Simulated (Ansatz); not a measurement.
## Mg: distorted cells

Theory: DFT PBE, scalar-relativistic, plane waves, PAW in Ansatz.

Cutoff 420 eV; k points 15×15×8 on the computed 2-atom cell (Γ-centred); Gaussian smearing, width 0.10 eV; no spin polarisation.

Reference cell:

```
Mg
1.0
     3.20927    0.00000    0.00000
    -1.60464    2.77931    0.00000
     0.00000    0.00000    5.21033
Mg
2
Direct
  0.33333 0.66667 0.25000
  0.66667 0.33333 0.75000
```

Each variant moves atoms of this cell by the vectors given, if any (Å), and then applies a symmetric strain (tensor components, Cartesian axes). The reference cell isn't relaxed at this level. Energies are per atom at zero smearing, counted from the lowest variant. Pressure is positive in compression.

1. strain (xx yy zz yz xz xy, %) -1.69 -1.69 1.31 0.00 0.00 0.00
2. no strain; moves: Mg1 (0.125, -0.065, 0.052)
3. strain (xx yy zz yz xz xy, %) -1.22 -1.22 1.78 0.00 0.00 0.00
4. strain (xx yy zz yz xz xy, %) 5.85 5.85 -0.15 0.00 0.00 0.00
5. strain (xx yy zz yz xz xy, %) 0.22 0.22 -8.78 0.00 0.00 0.00

| variant | ΔE (meV/atom) | P (GPa) | largest force (eV/Å) | gap on mesh (eV) | space group |
| --- | --- | --- | --- | --- | --- |
| 1 | ? | ? | ? | ? | ? |
| 2 | 1.9 | -0.38 | 0.17 | 0 | P-1 |
| 3 | 0.0 | -0.17 | 0.00 | 0 | P6_3/mmc |
| 4 | 35.7 | -3.40 | 0.00 | 0 | P6_3/mmc |
| 5 | 31.7 | 3.50 | 0.00 | 0 | P6_3/mmc |

Q: Give the withheld rows.

A:
| variant | ΔE (meV/atom) | P (GPa) | largest force (eV/Å) | gap on mesh (eV) | space group |
| --- | --- | --- | --- | --- | --- |
| 1 | 0.2 | 0.35 | 0.00 | 0 | P6_3/mmc |